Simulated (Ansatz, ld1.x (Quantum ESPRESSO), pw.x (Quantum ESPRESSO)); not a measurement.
**nitrogen (diamond): variants of one PAW potential in the solid**

* Element: N
* Generator: ld1.x (Quantum ESPRESSO) 7.5
* Type: PAW
* Functional: PBE
* Relativity: scalar-relativistic
* Frozen core: [He]
* Valence charge: 5
* Reference configuration: 2s2 2p3
* Partial waves: 2s (bound): rcut 1.00, rcutus 1.05 bohr; 2s channel at -0.95 Ry: rcut 1.00, rcutus 1.05 bohr; 2p (bound): rcut 1.65, rcutus 2.05 bohr; 2p channel at -0.05 Ry: rcut 1.65, rcutus 2.05 bohr; 3d channel at 0.2 Ry: rc 1.85 bohr
* Local potential: the d channel
* Core correction: none
* Augmentation charge: BESSEL, radius 1.00 bohr

Crystal test: diamond N in pw.x 7.5, no spin, 11³ k-points, Fermi–Dirac smearing 0.01 Ry, cutoffs set for each file from its atomic test. The reference is all-electron LAPW (Ansatz 0.2.0) with the same functional, mesh and smearing; V0 and B0 come from Birch–Murnaghan fits to the pressures at five volumes. Errors are pseudo minus all-electron; Δ is the rms difference of the E(V) curves that follow from these fits, minima aligned, over ±6 % about the mean V0. Mesh and smearing are coarse, so the numbers serve the comparison and aren't converged zero-temperature values; the lattice is a test structure that the element need not adopt. Spin polarisation is left out.

All-electron: a0 = 4.185 Å (V0 = 9.16 Å³/atom), B0 = 154.7 GPa.

Base: The largest radius (2.05 bohr) exceeds half the bond length (1.72 bohr), so the spheres overlap, which is one possible source of error among others.

2 further variants are left out: they gave no file fit for a test, a broken result, the same result as the base, or pressures whose basis-set error rivals the error shown.

| change | cutoffs (Ry) | pw.x | a0 (Å) | a0 error (%) | B0 error (%) | Δ (meV/atom) | mean pressure error (GPa) |
| --- | --- | --- | --- | --- | --- | --- | --- |
| base | 40/320 | converged | 4.189 | +0.10 | +2.5 | 1.0 | +0.47 |
| wave 3d channel at 0.2 Ry: rc 1.85 bohr becomes 3d channel at -0.11 Ry: rc 1.85 bohr | 40/320 | converged | 4.189 | +0.10 | +2.5 | 1.0 | +0.46 |
| waves 2p (bound): rcut 1.65, rcutus 2.26 bohr; 2p channel at -0.05 Ry: rcut 1.65, rcutus 2.26 bohr | 40/320 | converged | 4.209 | +0.57 | +9.2 | 5.8 | +2.95 |

Problem. Give the row for: type RRKJ; waves now 2p (bound): rc 2.05 bohr; 3d channel at 0.2 Ry: rc 1.85 bohr; 2s (bound): rc 1.05 bohr; local potential the s channel.

Solution. pw.x: converged; mean pressure error (GPa): +2.67; a0 (Å): 4.209; a0 error (%): +0.58; B0 error (%): -1.9; Δ (meV/atom): 5.3.
